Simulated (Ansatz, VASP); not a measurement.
**Two plane-wave programs on LiF**

```xyz
2
Lattice="-0.0305 2.0151 2.0142 2.0339 -0.0278 2.0115 2.0324 2.0109 -0.0263" Properties=species:S:1:pos:R:3 pbc="T T T"
Li    0.0000    0.0000    0.0000
F     2.0179    1.9991    1.9997
```

Alike in both runs: task single point; functional revPBE; k mesh 10 × 10 × 10; occupations gaussian, width 0.1 eV; no spin polarisation.

```csv
,VASP,Ansatz
version,VASP 6.6.1,Ansatz 0.2.0
potentials or method,"VASP PAW PBE potentials, release 64 (Li_sv, F)","scalar-relativistic, plane waves, PAW"
plane-wave cutoff (eV),520,420
valence electrons in the cell,10,10
```

```tsv
	VASP	Ansatz	Ansatz less VASP
gap on the k mesh at the Fermi level (eV)	8.96	8.96	0.000
least direct gap on the mesh (eV)	8.96	8.96	0.000
```

The functional is the same, so the differences come from potentials, cutoffs and numerics.

 A k mesh can miss the band edges.
